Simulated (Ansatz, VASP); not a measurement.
**Ge in VASP and in Ansatz**

INCAR

```
ALGO = Normal
EDIFF = 1E-7
ENCUT = 520
GGA = PS
ISIF = 2
ISMEAR = -1
LASPH = True
LCHARG = False
LREAL = False
LWAVE = False
NBANDS = 13
NELM = 60
PREC = Accurate
SIGMA = 0.1
```

Contents of KPOINTS:

```
k-points
0
Gamma
  13 13 13
```

File POSCAR:

```
Ge
1.0
    2.6686476585      0.0000000000      0.0000000000
    0.0000000000      2.6686476585      0.0000000000
    0.0000000000      0.0000000000      2.6686476585
Ge
1
Direct
    0.0000000000      0.0000000000      0.0000000000
```

Input for Ansatz:

```yaml
crystal:
  lattice:
    - [2.6686476585, 0.0, 0.0]
    - [0.0, 2.6686476585, 0.0]
    - [0.0, 0.0, 2.6686476585]
  atoms:
    - { symbol: Ge, position: [0.0, 0.0, 0.0] }
hamiltonian:
  xc: pbesol
  pseudopotentials:
    kind: paw
    azcp:
      Ge: "pseudopotentials/Ge.paw.azcp"
basis:
  ecutwfc: 420
  fft_grid_basis: typed
kpoints:
  mp_grid: { grid: [13, 13, 13], shift: [0, 0, 0] }
magnetization:
  spin_polarized: false
scf:
  occupations: { method: fermi_dirac, width: 0.1 }
  lower_state_search: "off"
output:
  stress: true
  write_density: true
  write_potential: true
  elf: true
  volumetric_format: npy
```

Alike in both runs: task single point; functional PBEsol; k mesh 13 × 13 × 13; occupations fermi-dirac, width 0.1 eV; no spin polarisation.

```csv
,VASP,Ansatz
version,VASP 6.6.1,Ansatz 0.2.0
potentials or method,"VASP PAW PBE potentials, release 64 (Ge_d)","plane waves (420 eV) with PAW, scalar-relativistic"
plane-wave cutoff (eV),520,420
valence electrons in the cell,14,14
```

Ansatz gave:

```
pressure (GPa) : 0.0
```

Problem. Which values does VASP return?

Solution. Pressure (GPa): -0.1.

With one functional, cell and mesh, what is left measures potentials, basis and numerics. Ansatz warned: «pseudo_functional_mismatch».

Caveats: the PAW data sets were made with another functional, which shifts forces and pressure a little (VASP).
